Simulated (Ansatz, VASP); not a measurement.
## Two plane-wave programs on BP

File INCAR:

```
  PREC = Accurate
  ENCUT = 520
  EDIFF = 1E-6
  ISMEAR = 0
  SIGMA = 0.05
  LREAL = False
  LASPH = True
  NELM = 80
  ALGO = Normal
  ISIF = 2
  LWAVE = False
  LCHARG = False
  GGA = PE
  NBANDS = 11
```

The input KPOINTS:

```
Automatic mesh
0
Gamma
  10 10 10
```

Contents of POSCAR:

```
BP
1.0
    0.0000000000      2.3082641451      2.2400395891
    2.3082641451      0.0000000000      2.2400395891
    2.3082641451      2.3082641451      0.0000000000
B P
1 1
Direct
    0.0000000000      0.0000000000      0.0000000000
    0.7500000000      0.7500000000      0.7500000000
```

Input for Ansatz:

```yaml
crystal:
  lattice:
    - [0.0, 2.3082641451, 2.2400395891]
    - [2.3082641451, 0.0, 2.2400395891]
    - [2.3082641451, 2.3082641451, 0.0]
  atoms:
    - { symbol: B, position: [0.0, 0.0, 0.0] }
    - { symbol: P, position: [0.75, 0.75, 0.75] }
basis:
  ecutwfc: 420
kpoints:
  mp_grid: { grid: [10, 10, 10] }
hamiltonian:
  xc: pbe
scf:
  occupations: { method: gaussian, width: 0.05 }
output:
  forces: true
  stress: true
  eigenvalues: true
```

Change from the starting cell: strain +0.015 along x and y, -0.015 along z, atoms carried along.

Alike in both runs: task single point; functional PBE; k mesh 10 × 10 × 10; occupations gaussian, width 0.05 eV; no spin polarisation.

|  | VASP | Ansatz |
| --- | --- | --- |
| version | VASP 6.6.1 | Ansatz 0.2.0 |
| potentials or method | VASP PAW PBE potentials, release 64 (B, P) | scalar-relativistic, plane waves, PAW |
| plane-wave cutoff (eV) | 520 | 420 |
| valence electrons in the cell | 8 | 8 |

|  | VASP | Ansatz | Ansatz less VASP |
| --- | --- | --- | --- |
| gap on the k mesh at the Fermi level (eV) | 0.83 | 0.83 | +0.004 |
| least direct gap on the mesh (eV) | 3.07 | 3.08 | +0.003 |
| pressure (GPa) | -2.5 | -2.3 | +0.22 |
| largest component of the traceless stress (GPa) | 5.05 | 5.05 | -0.008 |

A k mesh can miss the band edges.
